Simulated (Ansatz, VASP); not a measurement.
F in VASP and in Ansatz

```
CELL_PARAMETERS angstrom
0.00000 1.52826 1.52826
1.52826 0.00000 1.52826
1.52826 1.52826 0.00000
ATOMIC_POSITIONS crystal
F 0.00000 0.00000 0.00000
```

Change from the starting cell: volume scaled by 0.85, LAPW.

Alike in both runs: task single point; functional LDA; k mesh 17 × 17 × 17; occupations fermi-dirac, width 0.05 eV; no spin polarisation.

```csv
,VASP,Ansatz
version,VASP 6.6.1,Ansatz 0.2.0
potentials or method,"VASP PAW LDA potentials, release 64 (F), cutoff 520 eV","all-electron LAPW, scalar-relativistic"
```

Ansatz gave:

| Quantity | Value |
| --- | --- |
| pressure (GPa) | 25.0 |

Question: Which values does VASP return?

Answer: Pressure (GPa): 24.3.

Ansatz ran all-electron here, so the differences hold the error of VASP's frozen core and of both bases.

Caveats: so large a pressure means that the cell lies far from this level's equilibrium, or that cutoff or potentials fall short (VASP); an odd number of electrons without spin polarisation forces a metal; a magnetic or distorted state may lie lower.
